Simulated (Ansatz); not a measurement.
## MoP: density of states with r2SCAN+rVV10+U

MoP:

```xyz
2
Lattice="3.2230 0.0000 0.0000 -1.6115 2.7912 0.0000 0.0000 0.0000 3.1910" Properties=species:S:1:pos:R:3 pbc="T T T"
Mo    0.0000    0.0000    0.0000
P     0.0000    1.8608    1.5955
```

* Program: Ansatz 0.2.0
* Task: density of states
* Functional: r2SCAN
* Dispersion: rVV10
* Potentials or basis: Ansatz PAW
* Cutoff: 500 eV (not typed: the program's choice for these potentials)
* k mesh: 10 × 10 × 8
* Occupations: methfessel-paxton, width 0.1 eV
* Spin: no spin polarisation
* Hubbard terms: Mo d U = 8 eV
* Hubbard projectors: ortho-atomic
* Double counting: fll (the default)

- Pressure: -2.0 GPa
- Band gap on the k mesh: none (metal or under the smearing width)
- Density of states at the Fermi level: 0.55 states/eV per cell

Stress tensor (GPa, compression positive):
```
-3.35  0.00  0.00
 0.00 -3.35  0.00
 0.00  0.00  0.81
```

Levels at points of the mesh, in eV from the Fermi level:
| k point | band 7 | band 8 | band 9 | band 10 | band 11 | band 12 | band 13 | band 14 |
| --- | --- | --- | --- | --- | --- | --- | --- | --- |
| (0.00, 0.00, 0.00) | -3.42 | -2.63 | -0.49 | -0.25 | -0.25 | 4.57 | 4.57 | 6.44 |
| (0.00, 0.00, -0.50) | -3.28 | -3.28 | -1.73 | -1.73 | 3.10 | 3.18 | 3.18 | 8.76 |
| (0.00, -0.50, 0.00) | -4.48 | -3.08 | -1.14 | -0.99 | 1.94 | 3.54 | 4.96 | 6.89 |
| (0.00, -0.50, -0.50) | -5.32 | -4.98 | -0.80 | 1.61 | 3.80 | 3.81 | 5.85 | 6.88 |

States per cell in windows of 0.5 eV (zero at the Fermi level; states under -8 eV left out):
| from (eV) | total |
| --- | --- |
| -8.0 | 0.00 |
| -7.5 | 0.17 |
| -7.0 | 0.68 |
| -6.5 | 0.69 |
| -6.0 | 0.47 |
| -5.5 | 0.48 |
| -5.0 | 0.71 |
| -4.5 | 0.97 |
| -4.0 | 0.87 |
| -3.5 | 0.60 |
| -3.0 | 0.32 |
| -2.5 | 0.41 |
| -2.0 | 1.40 |
| -1.5 | 0.45 |
| -1.0 | 0.49 |
| -0.5 | 0.29 |
| 0.0 | 0.24 |
| 0.5 | 0.23 |
| 1.0 | 0.33 |
| 1.5 | 0.38 |
| 2.0 | 0.68 |
| 2.5 | 1.03 |
| 3.0 | 1.10 |
| 3.5 | 0.93 |
| 4.0 | 0.58 |
| 4.5 | 0.57 |
| 5.0 | 0.46 |
| 5.5 | 0.32 |
| 6.0 | 0.27 |
| 6.5 | 0.23 |
| 7.0 | 0.27 |
| 7.5 | 0.44 |

Eigenvalues of the final occupation matrices:
| site | spin | trace | eigenvalues |
| --- | --- | --- | --- |
| site 1 | 1 | 2.81 | 0.36 0.59 0.59 0.64 0.64 |

Run time: 20 s on 1 thread of Arm Neoverse V1 (shared host), peak memory 0.42 GiB.

Caveat: U without spin polarisation on a metal has little footing; the PAW data sets come from PBE, with cores solved anew for the run's functional, which leaves a small shift of forces and pressure; the U is typed as a test and isn't derived for this compound.
